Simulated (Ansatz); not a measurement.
# Computed properties of InP

```xyz
2
Lattice="0.0000 2.7706 2.7706 2.7706 0.0000 2.7706 2.7706 2.7706 0.0000" Properties=species:S:1:pos:R:3 pbc="T T T"
In    0.0000    0.0000    0.0000
P     2.7706    2.7706    2.7706
```

Atom numbers follow the list: In1, P2.

The structure comes from a relaxation in the same program, started in the rocksalt type, and has space group Fm-3m. Whether it is a known phase or the ground state wasn't checked.

Spin–orbit coupling is left out, though it moves levels of the heavy atoms by tenths of an eV or more.

Levels of theory: DFT, PBE, all-electron LAPW, scalar-relativistic (Ansatz 0.2.0); DFT, PBE, PAW with Ansatz's default frozen-core files, scalar-relativistic (Ansatz 0.2.0).

For LAPW: a Γ-centred 14×14×14 k mesh, Fermi–Dirac smearing of 0.08 eV, basis error target 0.5 meV/atom, no spin polarisation. PAW takes a cutoff of 420 eV at this cell. The Ansatz runs share mesh, smearing and spin set-up. Values come from LAPW unless marked.

```yaml
Band_gap: "none: bands cross the Fermi level, a metal"
Löwdin_charges_with_0.04_e_of_the_cell_spilling_out_of_the_atomic_basis_so_their_sizes_and_signs_hang_on_that_basis: In1 0.26, P2 -0.22 e
Pressure_at_this_cell: 0.1 kbar
Volume_per_atom: 21.27 Å³
```

(1) Bader charges (from the PAW run): what does the calculation give?

(2) Density of states at the Fermi level (0.2 eV bin): what does the calculation give?

## Answers

(1) In1 +0.88, P2 -0.88 e.

(2) 1.27 states/eV per cell.
